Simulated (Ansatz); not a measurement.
## N: equation of state with PBE

Crystal: N.

```
CELL_PARAMETERS angstrom
4.16723 0.00000 0.00000
-2.08362 3.60893 0.00000
0.00000 0.00000 7.00600
ATOMIC_POSITIONS crystal
N 0.66667 0.33333 0.67107
N 0.66667 0.33333 0.82893
N 0.33333 0.66667 0.17107
N 0.33333 0.66667 0.32893
```

```
Program             : Ansatz 0.2.0
Task                : equation of state
Functional          : PBE
Potentials or basis : Ansatz PAW
Cutoff              : 420 eV
Density cutoff      : 1680 eV
k mesh              : 7 × 7 × 4
Occupations         : fermi-dirac, width 0.05 eV
Spin                : no spin polarisation
```

- Equilibrium volume: 26.20 Å³/atom
- Bulk modulus at fixed shape and positions: 59 GPa
- Pressure derivative of the bulk modulus: 3.7

Energy against volume, from the lowest point:
| volume (Å³/atom) | energy (meV/atom) |
| --- | --- |
| 24.761 | 15.70 |
| 25.288 | 6.02 |
| 25.814 | 0.93 |
| 26.341 | 0.00 |
| 26.868 | 3.00 |
| 27.395 | 9.29 |
| 27.922 | 18.86 |

All runs of the series together: 6.5 s on 2 threads of Arm Neoverse V2, with other jobs on the host.

Caveat: the cell was scaled at fixed shape and fractional positions, which overstates the stiffness of a crystal with free parameters, most of all of layers and chains.
